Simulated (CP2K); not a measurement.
# Si in CP2K: convergence with eps scf

Input of the first run (eps scf 1.0E-3); the others differ in this setting and in those tied to it:

Contents of si_converge.inp:

```
&GLOBAL
  PROJECT si_converge
  RUN_TYPE ENERGY_FORCE
  PRINT_LEVEL LOW
&END GLOBAL
&FORCE_EVAL
  METHOD QS
  STRESS_TENSOR ANALYTICAL
  &DFT
    BASIS_SET_FILE_NAME BASIS_MOLOPT_UZH
    POTENTIAL_FILE_NAME POTENTIAL_UZH
    &MGRID
      CUTOFF 450
      REL_CUTOFF 60
      NGRIDS 4
    &END MGRID
    &QS
      METHOD GPW
      EPS_DEFAULT 1.0E-9
    &END QS
    &KPOINTS
      SCHEME MONKHORST-PACK 7 7 7
      GAMMA_CENTERED T
      SYMMETRY T
      SYMMETRY_BACKEND SPGLIB
    &END KPOINTS
    &SCF
      SCF_GUESS ATOMIC
      EPS_SCF 1.0E-3
      MAX_SCF 100
      ADDED_MOS 10
      CHOLESKY OFF
      EPS_EIGVAL 1.0E-7
      &DIAGONALIZATION ON
        ALGORITHM STANDARD
      &END DIAGONALIZATION
      &MIXING ON
        METHOD BROYDEN_MIXING
        ALPHA 0.4
        BETA 1.5
        NBUFFER 8
      &END MIXING
      &SMEAR ON
        METHOD FERMI_DIRAC
        ELECTRONIC_TEMPERATURE [K] 580.226
      &END SMEAR
    &END SCF
    &XC
      &XC_FUNCTIONAL
        &GGA_X_PBE_SOL
        &END GGA_X_PBE_SOL
        &GGA_C_PBE_SOL
        &END GGA_C_PBE_SOL
      &END XC_FUNCTIONAL
    &END XC
    &PRINT
      &KPOINTS ON
      &END KPOINTS
      &MULLIKEN ON
      &END MULLIKEN
      &MO ON
        ENERGIES T
        OCCUPATION_NUMBERS T
        &EACH
          QS_SCF 0
        &END EACH
        ADD_LAST NUMERIC
      &END MO
    &END PRINT
  &END DFT
  &SUBSYS
    &CELL
      ABC 3.8492788627 3.8492788628 3.8492788627
      ALPHA_BETA_GAMMA 59.9999999993 59.9999999992 59.9999999997
      PERIODIC XYZ
    &END CELL
    &COORD
      SCALED
      Si  0.4862000000 0.5376000000 0.4665300000
      Si  0.7340580000 0.7975220000 0.7264510000
    &END COORD
    &KIND Si
      BASIS_SET DZVP-MOLOPT-PBE-GTH-q4
      POTENTIAL GTH-PBE-q4
    &END KIND
    &PRINT
      &ATOMIC_COORDINATES ON
      &END ATOMIC_COORDINATES
      &CELL ON
      &END CELL
      &SYMMETRY ON
      &END SYMMETRY
    &END PRINT
  &END SUBSYS
  &PRINT
    &FORCES ON
    &END FORCES
    &STRESS_TENSOR ON
    &END STRESS_TENSOR
  &END PRINT
&END FORCE_EVAL
```

Potentials or basis: POTENTIAL_UZH Si GTH-PBE-q4; DZVP-MOLOPT-PBE-GTH basis.

Launch:

```console
$ OMP_NUM_THREADS=1 cp2k.psmp -i si_converge.inp -o si_converge.out
```

The cell isn't the ideal one: atoms moved at random, drawn with an rms of 0.1 Å.

Hardware: 1 thread of Arm Neoverse V1, on a shared host.

```tsv
eps scf	energy less the tightest run, at zero smearing (meV/atom)	SCF cycles	CPU time (s)	peak memory (GiB)
1.0E-3	0.00	6	15	0.25
1.0E-4	0.00	7	17	0.26
1.0E-5	0.00	9	21	0.26
1.0E-6	0.00	11	25	0.26
1.0E-7	0.00	13	28	0.26
1.0E-8	0.00	14	31	0.26
```

Against the tightest run, the energy stays within 1 meV/atom from 1.0E-3 on. The tightest run that finished is the yardstick and may itself not be fully converged.
